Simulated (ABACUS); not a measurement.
The system is BaS.

```xyz
2
Lattice="0.0000 3.1938 3.1938 3.1938 0.0000 3.1938 3.1938 3.1938 0.0000" Properties=species:S:1:pos:R:3 pbc="T T T"
Ba    0.0000    0.0000    0.0000
S     3.1938    3.1938    3.1938
```

Base run:

- Program: ABACUS 3.10.1
- Functional: PBE
- Potentials or basis: PseudoDojo NC SR 0.4.1 PBE standard
- Cutoff: 1361 eV
- Density cutoff: 5442 eV
- Basis: DZP LCAO (the cutoffs set its grid)
- k mesh: 7 × 7 × 7
- Occupations: fermi-dirac, width 0.05 eV
- Spin: no spin polarisation

Its results: band gap on the k mesh 2.10 eV, indirect (least direct gap 2.26 eV); pressure 2.1 GPa.

Q: The run is repeated on the same cell with these changes: basis from DZP LCAO (the cutoffs set its grid) to TZDP LCAO (the cutoffs set its grid); orbital files from Ba Ba_confined-atom_9au_3s2p2d.orb, S S_confined-atom_7au_2s2p1d.orb to Ba Ba_confined-atom_9au_4s3p3d1f.orb, S S_confined-atom_7au_3s3p2d1f.orb. What comes out?

A: Band gap on the k mesh 2.21 eV, indirect (least direct gap 2.34 eV); pressure 1.3 GPa.

Caveats: the atomic orbitals were generated for these runs and aren't a published set; this release of the barium file is off; spin-orbit coupling is left out, which moves the levels of the heavy elements; an odd mesh through Γ misses points on the zone boundary, where band edges often lie; the basis of atomic orbitals isn't converged, which shifts pressures, moduli and gaps.
